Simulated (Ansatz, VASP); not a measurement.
# Two plane-wave programs on Ba

Contents of INCAR:

```
SYSTEM = Ba
PREC     = Accurate       ! precision mode
ENCUT    = 520            ! plane-wave cutoff, eV
EDIFF    = 1E-6           ! SCF threshold, eV
ISMEAR   = 0              ! smearing method
SIGMA    = 0.15           ! smearing width, eV
LREAL    = .False.        ! projectors in reciprocal space
LASPH    = .True.         ! aspherical terms in the spheres
NELM     = 100            ! most SCF steps
ALGO     = Fast           ! electronic algorithm
ISIF     = 2              ! what is computed and relaxed
LWAVE    = .False.        ! write WAVECAR
LCHARG   = .True.         ! write CHGCAR
GGA      = PE             ! functional
LELF     = .True.         ! ELF
LVHAR    = .True.       
NBANDS   = 11             ! bands
```

File KPOINTS:

```
Automatic mesh
0
Gamma
  14 14 14
  0 0 0
```

File POSCAR:

```
Ba
1.0
   -2.3750000000      2.3750000000      2.4375000000
    2.3750000000     -2.3750000000      2.4375000000
    2.3750000000      2.3750000000     -2.4375000000
Ba
1
Direct
    0.0000000000      0.0000000000      0.0000000000
```

Input for Ansatz:

```yaml
crystal:
  lattice:
    - [-2.375, 2.375, 2.4375]
    - [2.375, -2.375, 2.4375]
    - [2.375, 2.375, -2.4375]
  atoms:
    - { symbol: Ba, position: [0.0, 0.0, 0.0] }
basis:
  ecutwfc: 420
kpoints:
  mp_grid: { grid: [14, 14, 14] }
hamiltonian:
  xc: pbe
scf:
  occupations: { method: gaussian, width: 0.15 }
output:
  forces: true
  stress: true
  eigenvalues: true
```

Change from the starting cell: strain -0.050 along x and y, -0.025 along z, atoms carried along.

Alike in both runs: task single point; functional PBE; k mesh 14 × 14 × 14; occupations gaussian, width 0.15 eV; no spin polarisation.

```csv
,VASP,Ansatz
version,VASP 6.6.1,Ansatz 0.2.0
potentials or method,"VASP PAW PBE potentials, release 64 (Ba_sv)","scalar-relativistic, plane waves, PAW"
plane-wave cutoff (eV),520,420
valence electrons in the cell,10,10
```

```csv
,VASP,Ansatz,Ansatz less VASP
gap on the k mesh at the Fermi level (eV),none,none,-
pressure (GPa),1.6,1.5,-0.10
largest component of the traceless stress (GPa),0.11,0.10,-0.002
```

A gap of «none» marks a metal or a gap that the smearing closes. The functional is the same, so the differences come from potentials, cutoffs and numerics.

Spin-orbit coupling is left out, which matters for the levels of Ba.
